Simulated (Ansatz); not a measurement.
Runs of Ansatz 0.2.0 on Ir. Symmetry: Fm-3m, No. 225, cubic system. The conventional cell has a = 3.831 Å, b = 3.831 Å, c = 3.831 Å, α = 90.00°, β = 90.00°, γ = 90.00°. Ir (site symmetry m-3m) has 12 Ir at 2.71 Å as nearest neighbours. 

| task | potentials or basis | cell | cutoff (eV) | points for each segment of the path | target pressure (GPa) | gap on the mesh (eV) | pressure (GPa) | V0 of scaled cells (Å³/atom) | B0 (GPa) |
| --- | --- | --- | --- | --- | --- | --- | --- | --- | --- |
| equation of state | Ansatz PAW | as given | 420 | - | - | - | - | 14.48 | 349 |
| equation of state | JTH PAW | as given | 720 | - | - | - | - | 14.47 | 353 |
| band structure | Ansatz PAW | as given | 420 | 14 | - | none | 11.2 | - | - |
| relaxation of cell and atoms | Ansatz PAW | relaxed to 2 GPa | 420 | - | 2 | none | 2.0 | - | - |
| equation of state | SPMS NC | as given | 463 | - | - | - | - | 14.46 | (b) |
| equation of state | PseudoDojo standard | as given | 925 | - | - | - | - | (c) | 351 |
| relaxation of cell and atoms | Ansatz PAW | relaxed to 20 GPa | 420 | - | 20 | none | 20.0 | - | - |
| equation of state | Ansatz NC | as given | 925 | - | - | - | - | (a) | 349 |

Alike in all rows: level PBE; no spin polarisation; k mesh 12 × 12 × 12; smearing fermi-dirac 0.05 eV.

**Question.** Estimate the missing entries.

**Answer.** (a) 14.49; (b) 350; (c) 14.45.

Caveats: the plane-wave basis is chosen anew once the cell has moved, so the energies of steps on either side of that aren't comparable (some runs); spin-orbit coupling is left out, which moves the levels of the heavy elements (some runs).

A k mesh can miss the band edges, and the runs leave out spin-orbit coupling on Ir.

A gap of «none» marks a metal or a gap under the smearing width.
